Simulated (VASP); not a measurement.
# SiC: training a force field on the fly

SiC, F-43m (no. 216), 64 atoms in the cell. PBE, machine-learned force field trained on the fly; PAW potentials Si, C (PBE set).

## Input

INCAR.step1:
```
PREC     = Normal         # precision mode
ENCUT    = 450            # plane-wave cutoff, eV
EDIFF    = 1E-5           # SCF threshold, eV
LREAL    = Auto         
ALGO     = Fast           # electronic algorithm
NELMIN   = 4            
NELM     = 100            # most SCF steps
ISYM     = 0            
ISMEAR   = 0              # smearing method
SIGMA    = 0.05           # smearing width, eV
LWAVE    = F              # write WAVECAR
LCHARG   = F              # write CHGCAR
IBRION   = 0              # ionic algorithm
ISIF     = 2              # what is computed and relaxed
TEBEG    = 1280         
POTIM    = 2.0            # step
RANDOM_SEED= 665335 0 0   
MDALGO   = 1            
ANDERSEN_PROB= 0.1          
NSW      = 80             # ionic steps
ML_LMLFF = T            
ML_MODE  = train        
ML_CTIFOR= 1E-6         
ML_ICRITERIA= 0            
ML_NMDINT= 1             
```

INCAR.step2, as INCAR.step1 but for:
```
- TEBEG = 1280
- RANDOM_SEED = 665335 0 0
- MDALGO = 1
- ANDERSEN_PROB = 0.1
- NSW = 80
- ML_CTIFOR = 1E-6
- ML_ICRITERIA = 0
- ML_NMDINT = 1
+ TEBEG = 768
+ RANDOM_SEED = 284665 0 0
+ MDALGO = 3
+ LANGEVIN_GAMMA = 10 10
+ NSW = 1500
+ TEEND = 1600
+ ML_CTIFOR = 0.02
```

INCAR.step3:
```
PREC     = Normal         # precision mode
ENCUT    = 450            # plane-wave cutoff, eV
EDIFF    = 1E-5           # SCF threshold, eV
LREAL    = Auto         
ALGO     = Fast           # electronic algorithm
NELMIN   = 4            
NELM     = 100            # most SCF steps
ISYM     = 0            
ISMEAR   = 0              # smearing method
SIGMA    = 0.05           # smearing width, eV
LWAVE    = F              # write WAVECAR
LCHARG   = F              # write CHGCAR
ML_LMLFF = T            
ML_MODE  = refit         
```

INCAR.step4:
```
PREC     = Normal         # precision mode
ENCUT    = 450            # plane-wave cutoff, eV
ISYM     = 0            
ISMEAR   = 0              # smearing method
SIGMA    = 0.05           # smearing width, eV
LWAVE    = F              # write WAVECAR
LCHARG   = F              # write CHGCAR
ML_LMLFF = T            
ML_MODE  = run          
NWRITE   = 2            
IBRION   = -1             # ionic algorithm
NSW      = 0              # ionic steps
```

INCAR.step5:
```
PREC     = Normal         # precision mode
ENCUT    = 450            # plane-wave cutoff, eV
EDIFF    = 1E-5           # SCF threshold, eV
LREAL    = Auto         
ALGO     = Fast           # electronic algorithm
NELMIN   = 4            
NELM     = 100            # most SCF steps
ISYM     = 0            
ISMEAR   = 0              # smearing method
SIGMA    = 0.05           # smearing width, eV
LWAVE    = F              # write WAVECAR
LCHARG   = F              # write CHGCAR
```

INCAR.step6:
```
PREC     = Normal         # precision mode
ENCUT    = 450            # plane-wave cutoff, eV
ISYM     = 0            
ISMEAR   = 0              # smearing method
SIGMA    = 0.05           # smearing width, eV
LWAVE    = F              # write WAVECAR
LCHARG   = F              # write CHGCAR
ML_LMLFF = T            
ML_MODE  = run          
NWRITE   = 0            
IBRION   = 2              # ionic algorithm
NSW      = 300            # ionic steps
EDIFFG   = -2E-4          # ionic threshold
ISIF     = 2              # what is computed and relaxed
```

INCAR.step9, as INCAR.step6 but for:
```
- IBRION = 2
- NSW = 300
- EDIFFG = -2E-4
+ IBRION = 6
+ NFREE = 2
+ POTIM = 0.01
+ NSW = 1
+ PHON_LMC = T
+ PHON_NSTRUCT = -1
```

KPOINTS:
```
k-points
0
Gamma
  1 1 1
```

POSCAR.step1:
```
SiC
1.0
    8.7160000000      0.0000000000      0.0000000000
    0.0000000000      8.7160000000      0.0000000000
    0.0000000000      0.0000000000      8.7160000000
Si C
32 32
Direct
   -0.0005611600     -0.0047140000     -0.0001490700
   -0.0010375100      0.0044830700      0.5076524700
    0.0120057100      0.5014300900      0.0030360600
    0.0067248600      0.5086363800      0.4968276000
    0.5011101000      0.0051719600     -0.0026074000
    0.5003845300      0.0080302400      0.5061030300
    0.4999748700      0.4995107800     -0.0046551800
    0.5106855800      0.4999958900      0.5081693600
   -0.0026793800      0.2364486300      0.2503090600
    0.0025387700      0.2440974600      0.7502826700
   -0.0049674700      0.7598224300      0.2452649300
   -0.0085606200      0.7578424900      0.7370451600
    0.5070061100      0.2445335600      0.2615092800
    0.4997187600      0.2504884500      0.7540922600
    0.5025554300      0.7531197300      0.2527490200
    0.5025565700      0.7495317900      0.7477194400
    0.2467868400     -0.0044360600      0.2411280800
    0.2468809800      0.0064840200      0.7538911300
    0.2361491100      0.5025922800      0.2516854100
    0.2479915000      0.5073801600      0.7623574100
    0.7560762900     -0.0031477300      0.2499062000
    0.7582147800      0.0020515900      0.7512217900
    0.7468111100      0.4928359100      0.2452200700
    0.7551744500      0.4958681900      0.7482206400
    0.2512978500      0.2450267600      0.0007428900
    0.2548332000      0.2558314400      0.4958581200
    0.2428713700      0.7600797900      0.0071057400
    0.2520873700      0.7472125400      0.4974423400
    0.7500620700      0.2506793000      0.0092165300
    0.7455842400      0.2533509500      0.5045379000
    0.7491514700      0.7617911300     -0.0038689500
    0.7498614000      0.7463288400      0.4932391800
    0.1351337300      0.1121704400      0.1162549100
    0.1205298800      0.1220403300      0.6308325200
    0.1345067700      0.6271753500      0.1321899700
    0.1264709600      0.6266220300      0.6204241900
    0.6248181300      0.1306310900      0.1296957300
    0.6279073000      0.1323622700      0.6288247500
    0.6212045000      0.6299699800      0.1177199400
    0.6109936000      0.6246418500      0.6251930100
    0.1199169000      0.3674750400      0.3798656800
    0.1319819500      0.3728794800      0.8704630100
    0.1193931100      0.8625835100      0.3606472600
    0.1206643500      0.8729790600      0.8809969600
    0.6261765200      0.3786525300      0.3823832800
    0.6210422500      0.3681242800      0.8754697200
    0.6307092400      0.8800172300      0.3829427200
    0.6222684600      0.8700134700      0.8860774000
    0.3755778500      0.1227895300      0.3664540400
    0.3759881600      0.1363547800      0.8748132700
    0.3787940100      0.6203119700      0.3751862900
    0.3693341600      0.6233758500      0.8821608400
    0.8669140100      0.1269014600      0.3700256500
    0.8821758100      0.1315964700      0.8729454800
    0.8767270400      0.6296201800      0.3693330000
    0.8756669800      0.6315591100      0.8740049200
    0.3803225000      0.3710066700      0.1296235800
    0.3828419900      0.3682959000      0.6263867000
    0.3677438600      0.8716985700      0.1251523800
    0.3798492100      0.8826069300      0.6126370600
    0.8753312000      0.3795942500      0.1322908700
    0.8644532200      0.3838564000      0.6266329900
    0.8787134800      0.8770853700      0.1271085000
    0.8775495600      0.8715513100      0.6300925000
```

Commands (each step's output is kept before the next begins):
```
cat potpaw_PBE.64/Si/POTCAR potpaw_PBE.64/C/POTCAR > POTCAR
cp INCAR.step1 INCAR
cp POSCAR.step1 POSCAR
mpirun -np 8 vasp_gam > vasp.out
cp ML_ABN ../ML_AB
cp CONTCAR POSCAR
cp ../ML_AB ML_AB
cp INCAR.step2 INCAR
mpirun -np 8 vasp_gam > vasp.out
cp ML_ABN ../ML_AB
cp CONTCAR POSCAR
cp ../ML_AB ML_AB
cp INCAR.step3 INCAR
mpirun -np 8 vasp_gam > vasp.out
cp ML_FFN ../ML_FF
cp ../ML_FF ML_FF
rm ML_AB
cp INCAR.step4 INCAR
mpirun -np 8 vasp_gam > vasp.out
cp INCAR.step5 INCAR
mpirun -np 8 vasp_gam > vasp.out
cp INCAR.step6 INCAR
mpirun -np 8 vasp_gam > vasp.out
cp CONTCAR ../POSCAR.min
cp CONTCAR POSCAR
cp INCAR.step5 INCAR
mpirun -np 8 vasp_gam > vasp.out
cp INCAR.step4 INCAR
mpirun -np 8 vasp_gam > vasp.out
cp INCAR.step9 INCAR
mpirun -np 8 vasp_gam > vasp.out
cp DYNMATFULL ../DYNMATFULL
```

## Result

- Force error of the fit (eV/Å): 0.032
- Energy error of the fit (eV/atom): 0.0002

The training runs are MD at 768 to 1600 K, 3.2 ps in all.

Between the relaxed minimum and a frame of the training run, the force field gives 13.392 eV and DFT 13.368 eV.

ML_LOGFILE.step1:
```
# STATUS This line describes the overall status of each step.
# STATUS
# STATUS nstep ..... MD time step or input structure counter
# STATUS state ..... One-word description of step action
# STATUS             - "accurate"  (1) : Errors are low, force field is used
# STATUS             - "threshold" (2) : Errors exceeded threshold, structure is sampled from ab initio
# STATUS             - "learning"  (3) : Stored configurations are used for training force field
# STATUS             - "critical"  (4) : Errors are high, ab initio sampling and learning is enforced
# STATUS             - "predict"   (5) : Force field is used in prediction mode only, no error checking
# STATUS             - "predfast"  (6) : Prediction mode only, no error checking, no error estimates
# STATUS             - "interval"  (7) : Errors exceeded threshold, but too close to last sampling (ML_NMDINT)
# STATUS is ........ Integer representation of above one-word description (integer in parenthesis)
# STATUS doabin .... Perform ab initio calculation (T/F)
# STATUS iff ....... Force field available (T/F, False after startup hints to possible convergence problems)
[... 34 lines left out ...]
BEEF                   77   1.20623667E-06   1.16266765E-02   4.69742606E-03   1.00000000E-06   7.97363943E-02   6.91489663E-02
BEEF                   78   1.17882398E-06   1.20343571E-02   4.58879397E-03   1.00000000E-06   8.04384221E-02   6.91972427E-02
BEEF                   79   1.18451306E-06   1.24550188E-02   4.62181870E-03   1.00000000E-06   8.52590433E-02   7.16336658E-02
BEEF                   80   1.20488152E-06   1.30018703E-02   4.79193267E-03   1.00000000E-06   8.70389813E-02   7.40836364E-02
ERR                    77   2.48962134E-04   3.67510934E-02   4.19713306E-01
ERR                    78   2.53767392E-04   3.66780660E-02   4.23472370E-01
ERR                    79   2.47516625E-04   3.68045230E-02   4.19795656E-01
ERR                    80   2.50458513E-04   3.69125689E-02   4.25207060E-01
```

ML_LOGFILE.step2:
```
# STATUS This line describes the overall status of each step.
# STATUS
# STATUS nstep ..... MD time step or input structure counter
# STATUS state ..... One-word description of step action
# STATUS             - "accurate"  (1) : Errors are low, force field is used
# STATUS             - "threshold" (2) : Errors exceeded threshold, structure is sampled from ab initio
# STATUS             - "learning"  (3) : Stored configurations are used for training force field
# STATUS             - "critical"  (4) : Errors are high, ab initio sampling and learning is enforced
# STATUS             - "predict"   (5) : Force field is used in prediction mode only, no error checking
# STATUS             - "predfast"  (6) : Prediction mode only, no error checking, no error estimates
# STATUS             - "interval"  (7) : Errors exceeded threshold, but too close to last sampling (ML_NMDINT)
# STATUS is ........ Integer representation of above one-word description (integer in parenthesis)
# STATUS doabin .... Perform ab initio calculation (T/F)
# STATUS iff ....... Force field available (T/F, False after startup hints to possible convergence problems)
[... 34 lines left out ...]
BEEF                 1497   1.77185500E-06   2.07016918E-02   7.00297823E-03   2.00000000E-02   1.94761536E-01   1.58042413E-01
BEEF                 1498   1.77481870E-06   1.88345795E-02   6.95316119E-03   2.00000000E-02   1.94457354E-01   1.58059452E-01
BEEF                 1499   1.76243518E-06   1.83135109E-02   6.78936424E-03   2.00000000E-02   1.95728555E-01   1.55656894E-01
BEEF                 1500   1.72609016E-06   1.93491056E-02   6.37304680E-03   2.00000000E-02   1.87842335E-01   1.48068419E-01
ERR                   917   2.45611504E-04   3.73912847E-02   4.35477908E-01
ERR                  1268   2.40422806E-04   3.80019603E-02   4.64418895E-01
ERR                  1382   2.39280579E-04   3.76939875E-02   4.68553386E-01
ERR                  1500   2.53916665E-04   3.73698094E-02   4.64836494E-01
```

ML_LOGFILE.step3:
```
# STATUS This line describes the overall status of each step.
# STATUS
# STATUS nstep ..... MD time step or input structure counter
# STATUS state ..... One-word description of step action
# STATUS             - "accurate"  (1) : Errors are low, force field is used
# STATUS             - "threshold" (2) : Errors exceeded threshold, structure is sampled from ab initio
# STATUS             - "learning"  (3) : Stored configurations are used for training force field
# STATUS             - "critical"  (4) : Errors are high, ab initio sampling and learning is enforced
# STATUS             - "predict"   (5) : Force field is used in prediction mode only, no error checking
# STATUS             - "predfast"  (6) : Prediction mode only, no error checking, no error estimates
# STATUS             - "interval"  (7) : Errors exceeded threshold, but too close to last sampling (ML_NMDINT)
# STATUS is ........ Integer representation of above one-word description (integer in parenthesis)
# STATUS doabin .... Perform ab initio calculation (T/F)
# STATUS iff ....... Force field available (T/F, False after startup hints to possible convergence problems)
[... 19 lines left out ...]
# BEEF bee_max_stress ... Bayesian error estimate of stresses (max) (kB)
# BEEF bee_ave_stress ... Bayesian error estimate of stresses (average) (kB)
# BEEF              nstep       bee_energy    bee_max_force    bee_ave_force        threshold   bee_max_stress   bee_ave_stress
# BEEF                  2                3                4                5                6                7                8
# SPRSC This line shows the results of sparsification regarding the number
# SPRSC of reference structures and local reference configurations.
# SPRSC
STATUS                  0  learning  3      T      F         0         0
STATUS                  1  accurate  1      F      T         1         1
SPRSC                   0        99        99 Si       280       280 C        276       276
ERR                     0   2.21470709E-04   3.19491579E-02   3.56746890E-01
```

VASP 6.6.1 took 530 s on 8 cores (Intel Xeon 6975P-C (Granite Rapids)), a shared host.
